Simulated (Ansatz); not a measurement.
## GaP, space group F-43m: a phonon calculation by linear response, step by step

Computed with Ansatz 0.2.0 through its Python package.

The cells in order, each with its output:

```python
from pathlib import Path

import ansatz
import numpy as np
```

```python
lattice = ansatz.Lattice.of(
    (0.0, 2.72525, 2.72525),
    (2.72525, 0.0, 2.72525),
    (2.72525, 2.72525, 0.0),
)
sites = [
    ("Ga", (0.0, 0.0, 0.0)),
    ("P", (0.25, 0.25, 0.25)),
]
system = ansatz.Crystal(lattice=lattice)
for symbol, position in sites:
    system = system.atom(symbol, position)
```

```python
system.resolved().tree()["lattice"]
```

    ((0.0, 2.72525, 2.72525), (2.72525, 0.0, 2.72525), (2.72525, 2.72525, 0.0))

```python
calculation = (
    system.calculation()
    .functional(ansatz.Functional.PBESOL)
    .occupations("fixed")
    .kpoints(6, 6, 6)
    .phonons("dfpt", dielectric=True, lo_to_directions=[(1, 1, 1)])
)
done = calculation.run(runs_dir="runs")
ph = done.phonons
```

    DeckWarning: basis.ecutwfc = 420 eV, auto-derived from the records' recommended cutoffs: set by Ga (normal level)
    DeckWarning: phonons.dielectric: true without phonons.rigid_motions: the static dielectric tensor ε⁰ will be withheld (ε∞, Z* and the rows of modes are given); for a crystal or a slab, whose only rigid motions are the translations, set phonons.rigid_motions: translations
    RunWarning: field response: ε∞ stands inside a basis, on 8×8×8 points; the force constants stand on the 6×6×6 k-mesh, whose period is 9.63 times the interband length at k = (0.0000, 0.0000, 0.0000), direct gap 1.742 eV, under 14: take them and everything [...]

```python
print("Gamma modes (1/cm):", " ".join(f"{w:.1f}" for w in ph.gamma_omega_inv_cm))
print("in meV:", " ".join(f"{w * 0.1239842:.2f}" for w in ph.gamma_omega_inv_cm))
field = done.phonons_dielectric
print("eps_inf diagonal:", np.round(np.diag(field.eps_inf), 3))
for site, z in zip(done.lattice.sites, field.zstar_e):
    print(f"Born charge {site.symbol:2s}", np.round(np.diag(z), 3) + 0.0)
rows = (Path(done.output_folder) / "results" / "optical_modes.tsv").read_text().splitlines()
for line in rows:
    if not line.startswith("#"):
        print("  ".join(f"{float(v):.3f}" for v in line.split()[:8]))
```

    Gamma modes (1/cm): 0.0 0.0 0.0 354.5 354.5 354.5
    in meV: 0.00 0.00 0.00 43.96 43.96 43.96
    eps_inf diagonal: [10.684 10.684 10.684]
    Born charge Ga [2.121 2.121 2.121]
    Born charge P  [-2.121 -2.121 -2.121]
    0.000  0.000  0.000  354.525  3.000  14.521  0.210  -0.000
    0.577  0.577  0.577  354.525  2.000  9.681  0.140  -0.070
    0.577  0.577  0.577  386.728  1.000  4.840  0.070  0.070

Caveats:
- The cell isn't relaxed first, so the values belong to this volume.
- The mesh doesn't settle the field response to the digits printed.
- The structure is a deposited one; some such entries were measured under pressure or heat, so a shift against it needn't be the functional's error alone.
- Warnings are shown shortened and without file and line.
- The structure is taken as given; imaginary modes can come from an unrelaxed or unstable start.
- The whole script took 28 s on 1 thread of Intel(R) Xeon(R) Processor @ 2.30GHz, on a shared host, peak memory 0.64 GiB.
